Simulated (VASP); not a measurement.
# CdSe (F-43m) in VASP: further runs, part 2 of 2

VASP 6.6.1. Earlier steps stand in the parts before.

### 4 Band structure, TB-mBJ

POSCAR

```
CdSe
1.0
    0.0000000000      3.0463900000      3.0463900000
    3.0463900000      0.0000000000      3.0463900000
    3.0463900000      3.0463900000      0.0000000000
Cd Se
1 1
Direct
    0.0000000000      0.0000000000      0.0000000000
    0.2500000000      0.2500000000      0.2500000000
```

INCAR.step1

```
ALGO = Normal ; EDIFF = 1E-5
ENCUT = 520 ; GGA = PE
ISIF = 2 ; ISMEAR = 0
LASPH = True ; LCHARG = False
LREAL = False ; LWAVE = True
NELM = 100 ; PREC = Accurate
SIGMA = 0.02
```

INCAR.step2

```
ALGO = Normal ; EDIFF = 1E-7
ENCUT = 520 ; ISIF = 2
ISMEAR = 0 ; ISTART = 1
LASPH = True ; LCHARG = False
LREAL = False ; LWAVE = False
METAGGA = MBJ ; NELM = 100
PREC = Accurate ; SIGMA = 0.02
```

KPOINTS

```
k-points
0
Gamma
  10 10 10
```

KPOINTS_OPT

```
path GXWKGLUWLK,UX
20
line-mode
reciprocal
 0.0000000000  0.0000000000  0.0000000000  G
 0.5000000000  0.0000000000  0.5000000000  X

 0.5000000000  0.0000000000  0.5000000000  X
 0.5000000000  0.2500000000  0.7500000000  W

 0.5000000000  0.2500000000  0.7500000000  W
 0.3750000000  0.3750000000  0.7500000000  K

 0.3750000000  0.3750000000  0.7500000000  K
 0.0000000000  0.0000000000  0.0000000000  G

 0.0000000000  0.0000000000  0.0000000000  G
 0.5000000000  0.5000000000  0.5000000000  L

 0.5000000000  0.5000000000  0.5000000000  L
 0.6250000000  0.2500000000  0.6250000000  U

 0.6250000000  0.2500000000  0.6250000000  U
 0.5000000000  0.2500000000  0.7500000000  W

 0.5000000000  0.2500000000  0.7500000000  W
 0.5000000000  0.5000000000  0.5000000000  L

 0.5000000000  0.5000000000  0.5000000000  L
 0.3750000000  0.3750000000  0.7500000000  K

 0.6250000000  0.2500000000  0.6250000000  U
 0.5000000000  0.0000000000  0.5000000000  X
```

Potentials or basis: VASP PAW PBE potentials, release 64 (Cd, Se).

Run with:

```console
$ cat potpaw_PBE.64/Cd/POTCAR potpaw_PBE.64/Se/POTCAR > POTCAR
$ cp INCAR.step1 INCAR
$ mpirun -np 1 vasp_std > vasp.out
$ cp INCAR.step2 INCAR
$ mpirun -np 1 vasp_std > vasp.out
```

OUTCAR:

```text
EDIFF = 1E-7
   ENCUT = 520
   ISIF = 2
   ISMEAR = 0
   ISTART = 1
   LASPH = True
   LREAL = False
   METAGGA = MBJ
   NELM = 100
   PREC = Accurate

 ion  position               nearest neighbor table
   1  0.000  0.000  0.000-   2 2.64   2 2.64   2 2.64   2 2.64
   2  0.250  0.250  0.250-   1 2.64   1 2.64   1 2.64   1 2.64

  LATTYP: Found a face centered cubic cell.
 ALAT       =     6.0927800000

  Lattice vectors:

[... 568 lines left out ...]
     13      10.5211      0.00000

 [... further k-points ...]

------------------------ aborting loop because EDIFF is reached ----------------------------------------

  FORCE on cell =-STRESS in cart. coord.  units (eV):
  Direction    XX          YY          ZZ          XY          YZ          ZX
  --------------------------------------------------------------------------------------
  -------------------------------------------------------------------------------------
  Total      -29.2419204    -29.2419204    -29.2419204      0.0000000      0.0000000      0.0000000
  in kB     -828.5714686   -828.5714686   -828.5714686      0.0000000      0.0000000      0.0000000
  external PRESSURE =    -828.5714686 kB  Pullay stress =       0.0000000 kB

 VOLUME and BASIS-vectors are now :
 -----------------------------------------------------------------------------
  energy-cutoff  :      520.00
  volume of cell :       56.54
      direct lattice vectors                 reciprocal lattice vectors
     0.000000000  3.046390000  3.046390000    -0.164128690  0.164128690  0.164128690
     3.046390000  0.000000000  3.046390000     0.164128690 -0.164128690  0.164128690
     3.046390000  3.046390000  0.000000000     0.164128690  0.164128690 -0.164128690

 POSITION                                       TOTAL-FORCE (eV/Angst)
 -----------------------------------------------------------------------------------
      0.00000      0.00000      0.00000        -0.000000      0.000000      0.000000
      1.52320      1.52320      1.52320         0.000000     -0.000000     -0.000000
 -----------------------------------------------------------------------------------
    total drift:                               -0.000013     -0.000013     -0.000012

  FREE ENERGIE OF THE ION-ELECTRON SYSTEM (eV)
  ---------------------------------------------------
  free  energy   TOTEN  =       393.9942029500 eV

  energy  without entropy=      393.9942029500  energy(sigma->0) =      393.99420295
```

OSZICAR.step1:

```text
N       E                     dE             d eps       ncg     rms          rms(c)
DAV:   1     0.111021449708E+03    0.11102E+03   -0.89986E+03  1222   0.124E+03
DAV:   2    -0.105764888588E+01   -0.11208E+03   -0.10773E+03  1407   0.292E+02
DAV:   3    -0.582341672988E+01   -0.47658E+01   -0.47547E+01  1452   0.624E+01
DAV:   4    -0.584778914824E+01   -0.24372E-01   -0.24369E-01  1347   0.457E+00
DAV:   5    -0.584794038972E+01   -0.15124E-03   -0.15124E-03  1452   0.325E-01    0.616E+00
DAV:   6    -0.549288558402E+01    0.35505E+00   -0.66736E-01  1591   0.108E+01    0.486E+00
DAV:   7    -0.547165808209E+01    0.21228E-01   -0.16654E-01  1342   0.311E+00    0.211E+00
DAV:   8    -0.547244950725E+01   -0.79143E-03   -0.15234E-02  1272   0.185E+00    0.245E-01
DAV:   9    -0.547257079138E+01   -0.12128E-03   -0.21442E-03  1392   0.710E-01    0.498E-02
DAV:  10    -0.547263142369E+01   -0.60632E-04   -0.25371E-04  1287   0.240E-01    0.455E-02
DAV:  11    -0.547267560494E+01   -0.44181E-04   -0.81503E-05  1247   0.728E-02    0.135E-02
DAV:  12    -0.547267433096E+01    0.12740E-05   -0.90877E-06   956   0.469E-02
   1 F= -.54726743E+01 E0= -.54726743E+01  d E =-.569903E-29
```

Run time: 3.9 min. Hardware: 1 thread of Intel Xeon Platinum 8259CL at 2.50GHz (Skylake/Cascade Lake), shared host; peak memory 0.22 GiB.

Results:

```
Band gap on the k mesh  : 1.94 eV, direct
Band gap along the path : 1.94 eV, direct
```

Levels at the corners of the path, in eV from the valence-band top:
| point | band 6 | band 7 | band 8 | band 9 | band 10 | band 11 | band 12 | band 13 |
| --- | --- | --- | --- | --- | --- | --- | --- | --- |
| Γ | -7.45 | 0.00 | 0.00 | 0.00 | 1.94 | 6.76 | 6.76 | 6.76 |
| X | -7.09 | -3.58 | -1.64 | -1.64 | 4.15 | 4.61 | 10.10 | 11.26 |
| X | -7.09 | -3.58 | -1.64 | -1.64 | 4.15 | 4.61 | 10.10 | 11.26 |
| W | -6.99 | -3.47 | -1.98 | -1.91 | 5.80 | 6.00 | 7.48 | 8.38 |
| W | -6.99 | -3.47 | -1.98 | -1.91 | 5.80 | 6.00 | 7.48 | 8.38 |
| K | -7.02 | -3.50 | -2.21 | -1.34 | 4.65 | 5.95 | 9.08 | 9.33 |
| K | -7.02 | -3.50 | -2.21 | -1.34 | 4.65 | 5.95 | 9.08 | 9.33 |
| Γ | -7.45 | 0.00 | 0.00 | 0.00 | 1.94 | 6.76 | 6.76 | 6.76 |
| Γ | -7.45 | 0.00 | 0.00 | 0.00 | 1.94 | 6.76 | 6.76 | 6.76 |
| L | -7.17 | -3.87 | -0.66 | -0.66 | 3.50 | 7.17 | 7.17 | 8.48 |
| L | -7.17 | -3.87 | -0.66 | -0.66 | 3.50 | 7.17 | 7.17 | 8.48 |
| U | -7.02 | -3.50 | -2.21 | -1.34 | 4.65 | 5.95 | 9.08 | 9.33 |
| U | -7.02 | -3.50 | -2.21 | -1.34 | 4.65 | 5.95 | 9.08 | 9.33 |
| W | -6.99 | -3.47 | -1.98 | -1.91 | 5.80 | 6.00 | 7.48 | 8.38 |
| W | -6.99 | -3.47 | -1.98 | -1.91 | 5.80 | 6.00 | 7.48 | 8.38 |
| L | -7.17 | -3.87 | -0.66 | -0.66 | 3.50 | 7.17 | 7.17 | 8.48 |
| L | -7.17 | -3.87 | -0.66 | -0.66 | 3.50 | 7.17 | 7.17 | 8.48 |
| K | -7.02 | -3.50 | -2.21 | -1.34 | 4.65 | 5.95 | 9.08 | 9.33 |
| U | -7.02 | -3.50 | -2.21 | -1.34 | 4.65 | 5.95 | 9.08 | 9.33 |
| X | -7.09 | -3.58 | -1.64 | -1.64 | 4.15 | 4.61 | 10.10 | 11.26 |

Caveat: the PAW data sets were made with another functional, which shifts forces and pressure a little.

### 5 The runs side by side

| level | gap on the mesh (eV) | pressure (GPa) |
| --- | --- | --- |
| PBEsol | 0.47 | 0.0 |
| r2SCAN | 1.08 | 1.3 |
| TB-mBJ | 1.94 | - |

Alike in all rows: task band structure; potentials or basis VASP PAW PBE potentials, release 64 (Cd, Se); no spin polarisation; cell as given; k mesh 10 × 10 × 10; cutoff (eV) 520; smearing gaussian 0.02 eV.

On the cell as given the gap runs from 0.47 eV (PBEsol) to 1.94 eV (TB-mBJ).

Caveats: the PAW data sets were made with another functional, which shifts forces and pressure a little.

Absolute energies hang on the potentials; compare differences alone.
